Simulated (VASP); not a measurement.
# LiF (Pm-3m) in VASP: reference runs

Reference runs on LiF: the cell as given and a disturbed copy.

Everything below comes from runs of VASP 6.6.1. Logs are shortened: lines on timing, memory, paths and dates and some standing lists are left out, and cuts for length are marked.

### 1 The crystal as given

It takes space group Pm-3m (No. 221, cubic). Conventional cell: a = 2.560 Å, b = 2.560 Å, c = 2.560 Å, α = 90.00°, β = 90.00°, γ = 90.00°. F (site symmetry m-3m) has 8 Li at 2.22 Å as nearest neighbours. Li (site symmetry m-3m) is surrounded by 8 F at 2.22 Å.

Measurements of this composition are mostly on another form, of space group No. 225.

### 2 Single point, PBE

INCAR reads:

```
SYSTEM = LiF
PREC = Accurate
ENCUT = 520
EDIFF = 1E-7
ISMEAR = -1
SIGMA = 0.05
LREAL = .False.
LASPH = .True.
NELM = 80
ALGO = Normal
ISIF = 2
LWAVE = .False.
LCHARG = .False.
GGA = PE
NBANDS = 12
```

KPOINTS reads:

```
regular mesh
0
Gamma
  10 10 10
  0 0 0
```

POSCAR reads:

```
LiF
1.0
    2.5595330000      0.0000000000      0.0000000000
    0.0000000000      2.5595330000      0.0000000000
    0.0000000000      0.0000000000      2.5595330000
F Li
1 1
Direct
    0.5000000000      0.5000000000      0.5000000000
    0.0000000000      0.0000000000      0.0000000000
```

Potentials or basis: VASP PAW PBE potentials, release 64 (F, Li_sv).

The run is started by

```sh
cat potpaw_PBE.64/F/POTCAR potpaw_PBE.64/Li_sv/POTCAR > POTCAR
mpirun -np 1 vasp_std > vasp.out
```

OUTCAR:

```text
SYSTEM = LiF
   PREC = Accurate
   ENCUT = 520
   EDIFF = 1E-7
   ISMEAR = -1
   LREAL = .False.
   LASPH = .True.
   NELM = 80
   ISIF = 2
   GGA = PE

 ion  position               nearest neighbor table
   1  0.500  0.500  0.500-   2 2.22   2 2.22   2 2.22   2 2.22   2 2.22   2 2.22   2 2.22   2 2.22

   2  0.000  0.000  0.000-   1 2.22   1 2.22   1 2.22   1 2.22   1 2.22   1 2.22   1 2.22   1 2.22

  LATTYP: Found a simple cubic cell.
 ALAT       =     2.5595330000

  Lattice vectors:

 A1 = (   2.5595330000,   0.0000000000,   0.0000000000)
 A2 = (   0.0000000000,   2.5595330000,   0.0000000000)
 A3 = (   0.0000000000,   0.0000000000,   2.5595330000)

Analysis of symmetry for initial positions (statically):
=====================================================================
 Subroutine PRICEL returns:
 Original cell was already a primitive cell.

 Routine SETGRP: Setting up the symmetry group for a
 simple cubic supercell.

 Subroutine GETGRP returns: Found 48 space group operations
 (whereof 48 operations were pure point group operations)
 out of a pool of 48 trial point group operations.

The static configuration has the point symmetry O_h .

Analysis of symmetry for dynamics (positions and initial velocities):
=====================================================================
 Subroutine PRICEL returns:
 Original cell was already a primitive cell.

 Routine SETGRP: Setting up the symmetry group for a
 simple cubic supercell.

 Subroutine GETGRP returns: Found 48 space group operations
 (whereof 48 operations were pure point group operations)
 out of a pool of 48 trial point group operations.

The dynamic configuration has the point symmetry O_h .

 Subroutine INISYM returns: Found 48 space group operations
 (whereof 48 operations are pure point group operations),
 and found     1 'primitive' translations

----------------------------------------------------------------------------------------

                                     Primitive cell

  volume of cell :      16.7680

  direct lattice vectors                    reciprocal lattice vectors
     2.559533000  0.000000000  0.000000000     0.390696272  0.000000000  0.000000000
     0.000000000  2.559533000  0.000000000     0.000000000  0.390696272  0.000000000
     0.000000000  0.000000000  2.559533000     0.000000000  0.000000000  0.390696272

  length of vectors
     2.559533000  2.559533000  2.559533000     0.390696272  0.390696272  0.390696272

  position of ions in fractional coordinates (direct lattice)
     0.500000000  0.500000000  0.500000000
     0.000000000  0.000000000  0.000000000

  ion indices of the primitive-cell ions
   primitive index   ion index
                 1           1
                 2           2

----------------------------------------------------------------------------------------

 KPOINTS: regular mesh

Automatic generation of k-mesh.
 Grid dimensions read from file:
 generate k-points for:   10   10   10

 Generating k-lattice:

  Cartesian coordinates                     Fractional coordinates (reciprocal lattice)
     0.039069627  0.000000000  0.000000000     0.100000000  0.000000000  0.000000000
     0.000000000  0.039069627  0.000000000     0.000000000  0.100000000  0.000000000
     0.000000000  0.000000000  0.039069627     0.000000000  0.000000000  0.100000000

  Length of vectors
     0.039069627  0.039069627  0.039069627

  Shift w.r.t. Gamma in fractional coordinates (k-lattice)
     0.000000000  0.000000000  0.000000000

 Subroutine IBZKPT returns following result:
 ===========================================

 Found     56 irreducible k-points:

 Following reciprocal coordinates:
            Coordinates               Weight
  0.000000  0.000000  0.000000      1.000000
  0.100000  0.000000  0.000000      6.000000
  0.200000  0.000000  0.000000      6.000000
  0.300000  0.000000  0.000000      6.000000
  0.400000  0.000000  0.000000      6.000000
  0.500000  0.000000  0.000000      3.000000
[... 16 lines left out ...]
  0.200000  0.100000  0.100000     24.000000
  0.300000  0.100000  0.100000     24.000000
 [... further k-points ...]
   k-points           NKPTS =     56   k-points in BZ     NKDIM =     56   number of bands    NBANDS=     12
   number of dos      NEDOS =    301   number of ions     NIONS =      2
   total plane-waves  NPLWV =   8000
   dimension x,y,z NGX =    20 NGY =   20 NGZ =   20
   dimension x,y,z NGXF=    40 NGYF=   40 NGZF=   40
   ions per type =               1   1
   NGX,Y,Z   is equivalent  to a cutoff of  12.99, 12.99, 12.99 a.u.
   NGXF,Y,Z  is equivalent  to a cutoff of  25.98, 25.98, 25.98 a.u.
 SYSTEM =  LiF
   PREC   = accura    normal or accurate (medium, high low for compatibility)
   ISTART =      0    job   : 0-new  1-cont  2-samecut
   ICHARG =      2    charge: 1-file 2-atom 10-const
   ISPIN  =      1    spin polarized calculation?
   LNONCOLLINEAR =      F non collinear calculations
   LSORBIT =      F    spin-orbit coupling
   LASPH  =      T    aspherical Exc in radial PAW
   ENCUT  =  520.0 eV  38.22 Ry    6.18 a.u.   4.76  4.76  4.76*2*pi/ulx,y,z
   NELM   =     80;   NELMIN=  2; NELMDL= -5     # of ELM steps
   EDIFF  = 0.1E-06   stopping-criterion for ELM
   LREAL  =      F    real-space projection
   EDIFFG = 0.1E-05   stopping-criterion for IOM
   NSW    =      0    number of steps for IOM
   IBRION =     -1    ionic relax: 0-MD 1-quasi-New 2-CG
   NFREE  =      0    steps in history (QN), initial steepest desc. (CG)
   ISIF   =      2    stress and relaxation
   ISYM   =      2    0-nonsym 1-usesym 2-fastsym
   POTIM  = 0.5000    time-step for ionic-motion
   TEBEG  =    0.0;   TEEND  =   0.0 temperature during run
   PSTRESS=    0.0 pullay stress
   NELECT =      10.0000    total number of electrons
   NUPDOWN=      -1.0000    fix difference up-down
   EMIN   =  10.00;   EMAX   =-10.00  energy-range for DOS
   EFERMI =   0.00;   METHOD = LEGACY
   ISMEAR =    -1;   SIGMA  =   0.05  broadening in eV -4-tet -1-fermi 0-gaus
   EFERMI_NEDOS =   21; number of points for ismear=-14 and -15
   IALGO  =     38    algorithm
   IMIX   =      4    mixing-type and parameters
     AMIX     =   0.40;   BMIX     =  1.00
     AMIX_MAG =   1.60;   BMIX_MAG =  1.00
  volume/ion in A,a.u.               =       8.38        56.58
  Fermi-wavevector in a.u.,A,eV,Ry     =   1.377994  2.604032 25.835673  1.898868
  Thomas-Fermi vector in A             =   2.503097
   LORBIT       =      0    0 simple, 1 ext, 2 COOP (PROOUT), +10 PAW based schemes
   GGA     = PE    functional components
   LHFCALC =     F    Hartree Fock is set to
   AEXX    =    0.0000 exact exchange contribution
   IVDW    =     0    specifies the selected vdW correction
   LEPSILON=     F    determine dielectric tensor
   LRPA    =     F    only Hartree local field effects (RPA)
 non-spin polarized calculation
  energy-cutoff  :      520.00
  volume of cell :       16.77
 maximum number of plane-waves:       468
 NGX is ok and might be reduce to    20
   NGX =  9   NGY =  9   NGZ =  9

 number of electron      10.0000016 magnetization

 Free energy of the ion-electron system (eV)
  ---------------------------------------------------
  ext. energy  EPLUGINS =         0.00000000
  ---------------------------------------------------
  free energy    TOTEN  =        -9.04867837 eV

  energy without entropy =       -9.04867837  energy(sigma->0) =       -9.04867837

 E-fermi :   1.0868     XC(G=0):  -9.9322

 val. band max:        0.0781172863   @ k =   0.5000   0.5000   0.0000
 cond. band min:       7.5901738601   @ k =   0.0000   0.0000   0.0000
 fundamental gap:      7.5120565738
 Fermi energy:         1.0867584332

 k-point     1 :       0.0000    0.0000    0.0000
  band No.  band energies     occupation
      1     -42.7826      2.00000
      2     -20.7148      2.00000
      3      -0.5899      2.00000
      4      -0.5899      2.00000
      5      -0.5899      2.00000
      6       7.5902      0.00000
      7      18.9148      0.00000
      8      18.9148      0.00000
      9      20.9717      0.00000
     10      20.9717      0.00000
     11      20.9717      0.00000
     12      38.3896      0.00000

 k-point     2 :       0.1000    0.0000    0.0000
  band No.  band energies     occupation
      1     -42.7782      2.00000
      2     -20.6734      2.00000
      3      -0.9434      2.00000
      4      -0.5539      2.00000
      5      -0.5539      2.00000
      6       7.8336      0.00000
      7      17.4830      0.00000
      8      19.1431      0.00000
      9      20.9291      0.00000
     10      20.9291      0.00000
     11      22.9759      0.00000
     12      36.9273      0.00000

 k-point     3 :       0.2000    0.0000    0.0000
  band No.  band energies     occupation
      1     -42.7666      2.00000
      2     -20.5625      2.00000
      3      -1.7770      2.00000
      4      -0.4583      2.00000
      5      -0.4583      2.00000
      6       8.3622      0.00000
      7      15.8981      0.00000
      8      19.8273      0.00000
      9      20.8021      0.00000
     10      20.8021      0.00000
     11      26.2619      0.00000
     12      33.5843      0.00000

 k-point     4 :       0.3000    0.0000    0.0000
  band No.  band energies     occupation
      1     -42.7522      2.00000
      2     -20.4205      2.00000
      3      -2.6821      2.00000
      4      -0.3372      2.00000
      5      -0.3372      2.00000
      6       8.8431      0.00000
      7      14.8219      0.00000
      8      20.6125      0.00000
      9      20.6125      0.00000
     10      20.9654      0.00000
     11      30.0720      0.00000
     12      30.1655      0.00000

 k-point     5 :       0.4000    0.0000    0.0000
  band No.  band energies     occupation
      1     -42.7406      2.00000
      2     -20.3013      2.00000
      3      -3.3460      2.00000
      4      -0.2369      2.00000
      5      -0.2369      2.00000
      6       9.1156      0.00000
      7      14.2496      0.00000
      8      20.4324      0.00000
      9      20.4324      0.00000
     10      22.5463      0.00000
     11      27.2147      0.00000
     12      32.9884      0.00000
[... 228 lines left out ...]
      1     -42.6973      2.00000
      2     -19.7332      2.00000
      3      -3.1606      2.00000
      4      -3.1606      2.00000
      5       0.0781      2.00000
      6      13.4296      0.00000
      7      13.7240      0.00000
      8      13.7240      0.00000
      9      19.4576      0.00000
     10      23.9363      0.00000
     11      28.8486      0.00000
     12      28.8486      0.00000

 k-point    22 :       0.1000    0.1000    0.1000
  band No.  band energies     occupation
      1     -42.7695      2.00000
      2     -20.5893      2.00000
      3      -0.9530      2.00000
      4      -0.8278      2.00000
      5      -0.8278      2.00000
      6       8.3477      0.00000
      7      17.2583      0.00000
      8      17.2583      0.00000
      9      20.7465      0.00000
     10      23.7555      0.00000
     11      23.7555      0.00000
     12      33.9393      0.00000

 k-point    23 :       0.2000    0.1000    0.1000
  band No.  band energies     occupation
      1     -42.7582      2.00000
      2     -20.4760      2.00000
      3      -1.7070      2.00000
      4      -0.8204      2.00000
      5      -0.7154      2.00000
      6       8.9269      0.00000
      7      15.8340      0.00000
      8      17.4900      0.00000
      9      20.7097      0.00000
     10      23.7933      0.00000
     11      26.7413      0.00000
     12      31.5811      0.00000

 k-point    24 :       0.3000    0.1000    0.1000
  band No.  band energies     occupation
      1     -42.7443      2.00000
      2     -20.3312      2.00000
      3      -2.6046      2.00000
      4      -0.7229      2.00000
      5      -0.5725      2.00000
      6       9.4883      0.00000
      7      14.7419      0.00000
      8      17.7727      0.00000
      9      20.7270      0.00000
     10      23.8586      0.00000
     11      29.8133      0.00000
     12      29.8177      0.00000

 [... further k-points ...]

------------------------ aborting loop because EDIFF is reached ----------------------------------------

  FORCE on cell =-STRESS in cart. coord.  units (eV):
  Direction    XX          YY          ZZ          XY          YZ          ZX
  --------------------------------------------------------------------------------------
  -------------------------------------------------------------------------------------
  Total       -0.0480102     -0.0480102     -0.0480102      0.0000000      0.0000000     -0.0000000
  in kB       -4.5873534     -4.5873534     -4.5873534      0.0000000      0.0000000     -0.0000000
  external PRESSURE =      -4.5873534 kB  Pullay stress =       0.0000000 kB

 VOLUME and BASIS-vectors are now :
 -----------------------------------------------------------------------------
  energy-cutoff  :      520.00
  volume of cell :       16.77
      direct lattice vectors                 reciprocal lattice vectors
     2.559533000  0.000000000  0.000000000     0.390696272  0.000000000  0.000000000
     0.000000000  2.559533000  0.000000000     0.000000000  0.390696272  0.000000000
     0.000000000  0.000000000  2.559533000     0.000000000  0.000000000  0.390696272

 POSITION                                       TOTAL-FORCE (eV/Angst)
 -----------------------------------------------------------------------------------
      1.27977      1.27977      1.27977         0.000000      0.000000      0.000000
      0.00000      0.00000      0.00000         0.000000      0.000000      0.000000
 -----------------------------------------------------------------------------------
    total drift:                                0.000000      0.000000      0.000000

  FREE ENERGIE OF THE ION-ELECTRON SYSTEM (eV)
  ---------------------------------------------------
  free  energy   TOTEN  =        -9.0486783685 eV

  energy  without entropy=       -9.0486783685  energy(sigma->0) =       -9.04867837
```

Wall time 4 s (1 thread of Intel Xeon 6975P-C (Granite Rapids), shared host); peak memory 0.12 GiB.

What came out:

```yaml
Free_energy: -9.0487 eV
Band_gap_on_the_k_mesh: 7.51 eV, indirect (least direct gap 8.18 eV)
```

Caveat: the cutoff is under 1.25 times the usual one of these potentials, so pressure, stress and relaxed cells hold a basis-set (Pulay) error.

### 3 Single point, PBE (atoms moved at random, drawn with an rms of 0.05 Å)

INCAR reads:

```
PREC = Accurate
ENCUT = 520
EDIFF = 1E-7
ISMEAR = -1
SIGMA = 0.05
LREAL = False
LASPH = True
NELM = 80
ALGO = Normal
ISIF = 2
LWAVE = False
LCHARG = False
GGA = PE
NBANDS = 12
```

KPOINTS reads:

```
Automatic mesh
0
Gamma
  10 10 10
```

POSCAR reads:

```
LiF
1.0
    2.5595330000      0.0000000000      0.0000000000
    0.0000000000      2.5595330000      0.0000000000
    0.0000000000      0.0000000000      2.5595330000
F Li
1 1
Direct
    0.5164030000      0.5079880000      0.5080480000
    0.0104630000     -0.0051880000      0.0181000000
```

Potentials or basis: VASP PAW PBE potentials, release 64 (F, Li_sv).

The run is started by

```sh
cat potpaw_PBE.64/F/POTCAR potpaw_PBE.64/Li_sv/POTCAR > POTCAR
mpirun -np 1 vasp_std > vasp.out
```

OUTCAR:

```text
PREC = Accurate
   ENCUT = 520
   EDIFF = 1E-7
   ISMEAR = -1
   LREAL = False
   LASPH = True
   NELM = 80
   ISIF = 2
   GGA = PE

 ion  position               nearest neighbor table
   1  0.516  0.508  0.508-   2 2.17   2 2.19   2 2.20   2 2.21   2 2.22   2 2.23   2 2.24
   2  0.010  0.995  0.018-   1 2.17   1 2.19   1 2.20   1 2.21   1 2.22   1 2.23   1 2.24

  LATTYP: Found a simple cubic cell.
 ALAT       =     2.5595330000

  Lattice vectors:

[... 547 lines left out ...]
 [... further k-points ...]

------------------------ aborting loop because EDIFF is reached ----------------------------------------

  FORCE on cell =-STRESS in cart. coord.  units (eV):
  Direction    XX          YY          ZZ          XY          YZ          ZX
  --------------------------------------------------------------------------------------
  -------------------------------------------------------------------------------------
  Total       -0.0435035     -0.0408728     -0.0422999      0.0022830     -0.0038904     -0.0017491
  in kB       -4.1567347     -3.9053750     -4.0417303      0.2181357     -0.3717252     -0.1671295
  external PRESSURE =      -4.0346133 kB  Pullay stress =       0.0000000 kB

 VOLUME and BASIS-vectors are now :
 -----------------------------------------------------------------------------
  energy-cutoff  :      520.00
  volume of cell :       16.77
      direct lattice vectors                 reciprocal lattice vectors
     2.559533000  0.000000000  0.000000000     0.390696272  0.000000000  0.000000000
     0.000000000  2.559533000  0.000000000     0.000000000  0.390696272  0.000000000
     0.000000000  0.000000000  2.559533000     0.000000000  0.000000000  0.390696272

 POSITION                                       TOTAL-FORCE (eV/Angst)
 -----------------------------------------------------------------------------------
      1.32175      1.30021      1.30037         0.005803      0.011659     -0.009741
      0.02678      2.54625      0.04633        -0.005803     -0.011659      0.009741
 -----------------------------------------------------------------------------------
    total drift:                                0.000508     -0.000394     -0.000449

  FREE ENERGIE OF THE ION-ELECTRON SYSTEM (eV)
  ---------------------------------------------------
  free  energy   TOTEN  =        -9.0490220904 eV

  energy  without entropy=       -9.0490220903  energy(sigma->0) =       -9.04902209
```

It took 29 s on 1 thread of Intel Xeon 6975P-C (Granite Rapids), shared host; peak memory 0.19 GiB.

Results:

```
Free energy            : -9.0490 eV
Largest force          : 0.016 eV/Å
Band gap on the k mesh : 7.51 eV, indirect (least direct gap 8.18 eV)
```

Forces in eV/Å, atoms in the order of the input:
```
F    0.006  0.012 -0.010
Li  -0.006 -0.012  0.010
```

Caveat: the cutoff is under 1.25 times the usual one of these potentials, so pressure, stress and relaxed cells hold a basis-set (Pulay) error. A k mesh can miss the band edges.
